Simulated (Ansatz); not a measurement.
Wanted: the native input for an Ansatz 0.2.0 run.

```yaml
Task: band structure
Functional: PBEsol
Potentials_or_basis: Ansatz PAW
Cutoff: "420 eV (not typed: the program's choice for these potentials)"
k_mesh: 8 × 8 × 8
Occupations: fermi-dirac, width 0.05 eV
Spin: no spin polarisation
Path: "[[\"G\", \"X\", \"Y\", \"S\", \"G\", \"Z\", \"S1\", \"N\", \"P\", \"Y1\", \"Z\"], [\"X\", \"P\"]]"
Points_for_each_segment_of_the_path: 14
```

Crystal: CuCl2.

```
Cu Cl
1.0
    -2.25486    2.25486    6.85990
     2.25486   -2.25486    6.85990
     2.25486    2.25486   -6.85990
Cu Cl
1 2
Cartesian
  0.0000 0.0000 0.0000
  2.2549 0.0000 0.0000
  0.0000 2.2549 0.0000
```

Measurements of this composition are mostly on another form, of space group No. 12.

These files were run (other wordings do the same):

input.yaml

```yaml
crystal:
  lattice:
    - [-2.254859, 2.254859, 6.859903]
    - [2.254859, -2.254859, 6.859903]
    - [2.254859, 2.254859, -6.859903]
  atoms:
    - { symbol: Cu, position: [0.0, 0.0, 0.0] }
    - { symbol: Cl, position: [0.0, 0.5, 0.5] }
    - { symbol: Cl, position: [0.5, 0.0, 0.5] }
hamiltonian:
  xc: pbesol
  pseudopotentials: { kind: paw }
kpoints:
  mp_grid: { grid: [8, 8, 8] }
  band_path:
    path:
      - [[0.0, 0.0, 0.0], [-0.5, 0.5, 0.0], [-0.5, 0.5, -0.0540222707], [-0.2770111353, 0.2770111353, -0.2770111353], [0.0, 0.0, 0.0], [0.5, 0.5, -0.5], [0.2770111353, 0.7229888647, -0.7229888647], [0.0, 0.5, -0.5], [-0.25, 0.75, -0.25], [0.0540222707, 0.9459777293, -0.5], [0.5, 0.5, -0.5]]
      - [[-0.5, 0.5, 0.0], [-0.25, 0.75, -0.25]]
    npoints: 14
scf:
  occupations: { method: fermi_dirac, width: 0.05 }
  n_extra_bands: 7
output:
  forces: true
  stress: true
  eigenvalues: true
  fatbands: false
```

Potentials or basis: Ansatz PAW.

Launch:

```sh
$ ansatz run input.yaml --threads 2 --pin off --max-ram 5632MiB --backend cpu --events-out ev --progress --plain --runs-dir out
```

It gave:

* Pressure: -0.9 GPa
* Band gap on the k mesh: none (metal or under the smearing width)

Caveat: an odd number of electrons without spin polarisation forces a metal; a magnetic or distorted state may lie lower; the run has no spin polarisation, though such a crystal can be magnetic; semilocal functionals often make such compounds metallic where correlation or magnetic order opens a gap, which also shifts bond lengths; the PAW data sets come from PBE, with cores solved anew for the run's functional, which leaves a small shift of forces and pressure.

Run time: 12 s on 2 threads of Intel(R) Xeon(R) Platinum 8259CL CPU @ 2.50GHz (Skylake/Cascade Lake) (shared host), peak memory 0.58 GiB.
